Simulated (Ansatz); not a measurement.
CdTe: computed properties

Computed with DFT PBE, scalar-relativistic, plane waves, PAW (Ansatz).

Plane waves to 420 eV, a k mesh through Γ of 10×10×10 on the computed 2-atom cell and Gaussian smearing (0.02 eV); no spin polarisation.

The structure is relaxed at this level of theory with its symmetry kept.

```yaml
crystal:
  lattice:
    - [0.00000, 3.30869, 3.30869]
    - [3.30869, 0.00000, 3.30869]
    - [3.30869, 3.30869, 0.00000]
  atoms:
    - { symbol: Cd, position: [0.00000, 0.00000, 0.00000] }
    - { symbol: Te, position: [0.25000, 0.25000, 0.25000] }
```

```
Space group                                                       : F-43m (No. 216)
Volume per atom                                                   : 36.22 Å³
Formation energy from the elements' standard states (uncorrected) : -0.464 eV/atom
Kohn–Sham band gap                                                : 0.59 eV
Löwdin character of the top 1 eV of the valence band              : Te 5p 92 %, unprojected 4 %
Löwdin character of the lowest 1 eV of the conduction band        : Cd 5s 52 %, Te 5p 29 %, Te 5s 15 %
Bader charges (e)                                                 : Cd (1 in the cell) 0.53, Te (1 in the cell) -0.53
```

Spin-orbit coupling is left out, which matters for the bands of heavy elements.